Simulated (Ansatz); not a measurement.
Does relaxation matter for the field gradients of ZrO2?

Start: a refined structure from the COD.

```
Zr O
1.0
     3.59610    0.00000    0.00000
     0.00000    3.59610    0.00000
     0.00000    0.00000    5.17700
Zr O
2 4
Direct
  0.00000 0.00000 0.00000
  0.50000 0.50000 0.50000
  0.00000 0.50000 0.20300
  0.00000 0.50000 0.70300
  0.50000 0.00000 0.29700
  0.50000 0.00000 0.79700
```

Sites (sets of like atoms) are named by element and the number of their first atom in this list.

The numbers come from a DFT calculation in Ansatz (PBE, plane waves and PAW, scalar-relativistic, 420 eV cutoff, Γ-centred 8×8×6 k-points, Fermi–Dirac smearing 0.02 eV).

The largest force at the start is 0.041 eV/Å. Relaxing the ions at fixed cell moves them by 0.009 Å at most (atom 3, O) and 0.008 Å rms.

```
site  atom  moved (Å)   first shell before    first shell after  V_zz before (10²¹ V/m²)  η before
  Zr     1      0.000   8 O at 2.08–2.37 Å   8 O at 2.08–2.37 Å                     4.81      0.00
   O     3      0.009  4 Zr at 2.08–2.37 Å  4 Zr at 2.08–2.37 Å                     0.89      0.13
```

Q: How do the gradients change?

A: 

```csv
site,atom,V_zz after,η after,change of V_zz
Zr,1,5.23,0.00,+0.42
O,3,0.92,0.03,+0.03
```

The largest change of V_zz is on Zr, from 4.81 to 5.23. In per cent, |V_zz| changes by +9 on Zr, +4 on O (all sites that start above 0.5).

Without spin–orbit coupling (the program notes it for Zr) the gradients are little affected as a rule: paired runs on crystals with a gap mostly move them by under 2 % at such atoms.
Before: At this cell the PBE pressure is 5 GPa, so with PBE the cell would grow if it were relaxed.
After: At this cell the PBE pressure is 6 GPa, so with PBE the cell would grow if it were relaxed.
